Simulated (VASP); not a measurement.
## TlBr: single point with r2SCAN

The system is TlBr.

```
CELL_PARAMETERS angstrom
3.97000 0.00000 0.00000
0.00000 3.97000 0.00000
0.00000 0.00000 3.97000
ATOMIC_POSITIONS crystal
Tl 0.00000 0.00000 0.00000
Br 0.50000 0.50000 0.50000
```

```yaml
Program: VASP 6.6.1
Task: single point
Functional: r2SCAN
Potentials_or_basis: VASP PAW PBE potentials, release 64 (Tl_d, Br)
Cutoff: 520 eV
k_mesh: 8 × 8 × 8
Occupations: gaussian, width 0.05 eV
Spin: no spin polarisation
```

```yaml
Pressure: 0.9 GPa
Band_gap_on_the_k_mesh: 2.29 eV, direct
```

Levels at points of the mesh, in eV from the valence-band top:
| k point | band 8 | band 9 | band 10 | band 11 | band 12 | band 13 |
| --- | --- | --- | --- | --- | --- | --- |
| (0.00, 0.00, 0.00) | -1.40 | -1.40 | -1.40 | 7.54 | 7.54 | 7.77 |
| (0.50, 0.00, 0.00) | -0.90 | -0.90 | 0.00 | 2.29 | 6.24 | 6.24 |
| (0.50, 0.50, 0.00) | -3.03 | -3.03 | -0.81 | 5.29 | 5.29 | 7.91 |
| (0.50, 0.50, 0.50) | -2.04 | -2.04 | -2.04 | 2.50 | 2.50 | 2.50 |

It took 120 s on 1 thread of AMD EPYC 7R43 64-Core Processor (Zen 3), on a shared host, peak memory 0.16 GiB.

Caveat: the PAW data sets were made with another functional, which shifts forces and pressure a little; spin-orbit coupling is left out, which as a rule narrows the gap of such compounds by several tenths of an eV. r2SCAN opens gaps a little over a GGA but as a rule still falls short of measured ones.
